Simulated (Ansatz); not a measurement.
Method: DFT PBE, scalar-relativistic, plane waves, PAW in Ansatz. All cells share a 420 eV cutoff and Γ-centred k meshes spaced at most about 0.3 Å⁻¹ (about 0.25 or finer for metals, 2π included). No spin polarisation in the final relaxations.

These are static total energies at zero pressure.

Two relaxed structures of Ag:

A.

```yaml
crystal:
  lattice:
    - [0.00000, 2.07356, 2.07356]
    - [2.07356, 0.00000, 2.07356]
    - [2.07356, 2.07356, 0.00000]
  atoms:
    - { symbol: Ag, position: [0.00000, 0.00000, 0.00000] }
```

B.

```yaml
crystal:
  lattice:
    - [2.92959, 0.00000, 0.00000]
    - [-1.46479, 2.53710, 0.00000]
    - [0.00000, 0.00000, 4.80973]
  atoms:
    - { symbol: Ag, position: [0.66667, 0.33333, 0.25000] }
    - { symbol: Ag, position: [0.33333, 0.66667, 0.75000] }
```

Question: Which is lower in energy, and by how much?

Answer: They are level within the accuracy (5 meV/atom apart, with A the lower in these runs). A has the fcc type, space group Fm-3m (No. 225), 17.8 Å³/atom and no gap on its mesh; B has the hcp type, space group P6_3/mmc (No. 194), 17.9 Å³/atom and no gap. Counting all near atoms (those within 1.25 times the shortest distance at each site), A and B both have Ag 12. One comes from a distorted database cell, the other from an invented guess. The part of the Crystallography Open Database at hand lists Ag in space groups No. 194, 225; sharing a group (Fm-3m and P6_3/mmc) doesn't make a cell the listed structure.

For metals, differences of a few meV/atom aren't resolved. With atoms moved at random, Fm-3m came back. Other cells relaxed within their symmetry can be saddle points.
